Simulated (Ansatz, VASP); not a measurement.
# One calculation of TiO2, two programs

INCAR

```
SYSTEM = TiO2
PREC     = Accurate       ! precision mode
ENCUT    = 520            ! plane-wave cutoff, eV
EDIFF    = 1E-7           ! SCF threshold, eV
ISMEAR   = -1             ! smearing method
SIGMA    = 0.05           ! smearing width, eV
LREAL    = .False.        ! projectors in reciprocal space
LASPH    = .True.         ! aspherical terms in the spheres
NELM     = 100            ! most SCF steps
ALGO     = Normal         ! electronic algorithm
ISIF     = 2              ! what is computed and relaxed
LWAVE    = .False.        ! write WAVECAR
LCHARG   = .True.         ! write CHGCAR
GGA      = PE             ! functional
LELF     = .True.         ! ELF
LVHAR    = .True.       
NBANDS   = 33             ! bands
```

KPOINTS

```
Automatic mesh
0
Gamma
  7 7 10
  0 0 0
```

The input POSCAR:

```
TiO2
1.0
    4.5480600000      0.0000000000      0.0000000000
    0.0000000000      4.5480600000      0.0000000000
    0.0000000000      0.0000000000      2.9590000000
Ti O
2 4
Direct
    0.0000000000      0.0000000000      0.0000000000
    0.5000000000      0.5000000000      0.5000000000
    0.3060000000      0.3060000000      0.0000000000
    0.1940000000      0.8060000000      0.5000000000
    0.6940000000      0.6940000000      0.0000000000
    0.8060000000      0.1940000000      0.5000000000
```

Input for Ansatz:

```yaml
crystal:
  lattice:
    - [4.54806, 0.0, 0.0]
    - [0.0, 4.54806, 0.0]
    - [0.0, 0.0, 2.959]
  atoms:
    - { symbol: Ti, position: [0.0, 0.0, 0.0] }
    - { symbol: Ti, position: [0.5, 0.5, 0.5] }
    - { symbol: O, position: [0.306, 0.306, 0.0] }
    - { symbol: O, position: [0.194, 0.806, 0.5] }
    - { symbol: O, position: [0.694, 0.694, 0.0] }
    - { symbol: O, position: [0.806, 0.194, 0.5] }
kpoints:
  mp_grid: { grid: [7, 7, 10] }
  band_path:
    path:
      - [0.0, 0.0, 0.0]
      - [0.0, 0.5, 0.0]
      - [0.5, 0.5, 0.0]
      - [0.0, 0.0, 0.0]
      - [0.0, 0.0, 0.5]
      - [0.0, 0.5, 0.5]
      - [0.5, 0.5, 0.5]
      - [0.0, 0.0, 0.5]
      - [0.0, 0.5, 0.0]
    npoints: 5
scf:
  occupations: { method: fermi_dirac, width: 0.05 }
hamiltonian:
  xc: pbe
  pseudopotentials: { kind: all_electron, lapw: { basis_error: 0.0005 } }
output:
  forces: true
  stress: true
  eigenvalues: true
```

Change from the starting cell: equal xx and yy strain of -1 %.

Alike in both runs: task single point; functional PBE; k mesh 7 × 7 × 10; occupations fermi-dirac, width 0.05 eV; no spin polarisation.

|  | VASP | Ansatz |
| --- | --- | --- |
| version | VASP 6.6.1 | Ansatz 0.2.0 |
| potentials or method | VASP PAW PBE potentials, release 64 (Ti_sv, O) | all-electron LAPW, scalar-relativistic |
| plane-wave cutoff (eV) | 520 | see its input |

Ansatz gave:

* gap on the k mesh at the Fermi level (eV): 1.96
* pressure (GPa): 10.2
* largest component of the traceless stress (GPa): 1.48
* rms of the force components (eV/Å): 0.155

Q: Which values does VASP return?

A: gap on the k mesh at the Fermi level (eV): 1.94; pressure (GPa): 10.9; largest component of the traceless stress (GPa): 1.24; rms of the force components (eV/Å): 0.167.

Atom by atom the forces differ by 0.013 eV/Å (rms over components). Ansatz ran all-electron here, so the differences hold the error of VASP's frozen core and of both bases.

Caveats: an odd mesh through Γ misses points on the zone boundary, where band edges often lie.
